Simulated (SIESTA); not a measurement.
Crystal: Si.

```
CELL_PARAMETERS angstrom
-2.37137 2.37137 1.32927
2.37137 -2.37137 1.32927
2.37137 2.37137 -1.32927
ATOMIC_POSITIONS crystal
Si 0.50000 0.50000 0.00000
Si 0.25000 0.75000 0.50000
```

This isn't the form of Si at room conditions, which is diamond.

Base run:

| Item | Value |
| --- | --- |
| Program | SIESTA 5.4.2 |
| Functional | LDA |
| Potentials or basis | PseudoDojo 0.4 standard (LDA files) |
| Basis | DZP (energy shift 0.003 Ry) |
| Grid cutoff | 500 Ry |
| Energy shift | 0.003 Ry |
| k mesh | 11 × 11 × 11 |
| Occupations | fermi-dirac, width 0.05 eV |
| Spin | no spin polarisation |

Its results: band gap on the k mesh none (metal or under the smearing width); pressure -0.1 GPa.

The run is repeated on the same cell with these changes: functional from LDA to PBEsol; potentials or basis from PseudoDojo 0.4 standard (LDA files) to PseudoDojo 0.4 standard (PBEsol files). What comes out?

Band gap on the k mesh none (metal or under the smearing width); pressure 1.6 GPa.

Caveats: the basis of atomic orbitals isn't converged, which shifts pressures, moduli and gaps.
